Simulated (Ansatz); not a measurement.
## MoS2: stiffness from a series of strains

```
CELL_PARAMETERS angstrom
1.58150 0.91308 6.12333
-1.58150 0.91308 6.12333
0.00000 -1.82616 6.12333
ATOMIC_POSITIONS crystal
Mo 0.00000 0.00000 0.00000
S 0.74840 0.74840 0.74840
S 0.58490 0.58490 0.58490
```

Atoms are numbered in the order listed.

The conventional cell has a = 3.163 Å, b = 3.163 Å, c = 18.370 Å, α = 90.00°, β = 90.00°, γ = 120.00°. Around Mo (atom 1) lie 6 S at 2.36 Å. Around S (atom 2) lie 3 Mo at 2.36 Å. S (atom 3) is surrounded by 3 Mo at 2.36 Å.

The geometry is COD entry 9007661, unchecked; take it as a test cell.

Theory: DFT, LDA, all-electron LAPW, scalar-relativistic (Ansatz 0.2.0).

The runs use a Γ-centred 15×15×15 k mesh, Fermi–Dirac smearing of 0.05 eV, basis error target 1 meV/atom, no spin polarisation.

The strain is applied along the Cartesian axes of the cell as listed (the other components stay zero). Fractional coordinates are held (clamped ions).

σ is the change of stress from the unstrained cell, which is at 1.48 GPa; tension is positive, so slopes are stress–strain coefficients at that pressure.

Only quantities that a quadratic follows smoothly over the whole series are listed; rougher ones are left out.

| εxx = εyy | σzz (GPa) | σxx (GPa) |
| --- | --- | --- |
| -0.0200 | -5.29 | -7.92 |
| 0.0000 | 0.00 | 0.00 |
| 0.0100 | 2.25 | 3.43 |
| 0.0200 | 4.27 | 6.54 |

(1) Fit the series and read off the stiffness at zero strain.

(2) One run, at εxx = εyy = -0.0100, is withheld. Predict its row.

Results:

(1) Least-squares fits y = p0 + p1 x + p2 x² to the rows give σzz (GPa): p1 = 239, p2 = -1300; σxx (GPa): p1 = 361, p2 = -1700. So C13 + C23 = 239 GPa and C11 + C12 = 361 GPa, for these axes.

(2) The fits give -2.52, -3.79; the run gave -2.50, -3.77.
